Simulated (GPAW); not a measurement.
The system is BaTiO3.

```
CELL_PARAMETERS angstrom
3.99980 0.00000 0.00000
0.00000 3.99980 0.00000
0.00000 0.00000 4.01800
ATOMIC_POSITIONS crystal
Ba 0.00000 0.00000 0.00000
Ti 0.50000 0.50000 0.49000
O 0.00000 0.50000 0.51700
O 0.50000 0.00000 0.51700
O 0.50000 0.50000 0.01900
```

- Program: GPAW 26.7.0
- Task: single point
- Functional: PBEsol
- Potentials or basis: PAW data sets generated in the run's folder for this functional
- Cutoff: 800 eV
- Basis: pw
- k mesh: 7 × 7 × 7
- Occupations: fermi-dirac, width 0.05 eV
- Spin: no spin polarisation

On this cell: pressure -2.4 GPa; largest force 0.285 eV/Å; band gap on the k mesh 1.86 eV, indirect (least direct gap 2.04 eV).

The same run follows on a disturbed copy (atoms moved at random, drawn with an rms of 0.05 Å):

```
Ba Ti O
1.0
     3.99980    0.00000    0.00000
     0.00000    3.99980    0.00000
     0.00000    0.00000    4.01800
Ba Ti O
1 1 3
Direct
  0.99009 0.01538 0.99613
  0.49689 0.50035 0.49338
  0.99631 0.50045 0.51255
  0.51343 0.00046 0.52163
  0.50648 0.49304 0.02463
```

**Question.** What does the disturbed cell give?

**Answer.** The energy moves by +7.9 meV/atom; pressure -1.8 GPa; largest force 0.514 eV/Å; band gap on the k mesh 1.88 eV, indirect (least direct gap 2.05 eV).

Forces in eV/Å, atoms in the order of the input:
```
Ba   0.251 -0.389  0.223
Ti  -0.003  0.172 -0.245
O    0.439  0.058  0.071
O   -0.412 -0.049 -0.116
O   -0.275  0.207  0.067
```

Stress tensor (GPa, compression positive):
```
-2.06 -0.21  0.45
-0.21 -2.47 -0.19
 0.45 -0.19 -0.99
```

Caveats: spin-orbit coupling is left out, which moves the levels of the heavy elements; an odd mesh through Γ misses points on the zone boundary, where band edges often lie.
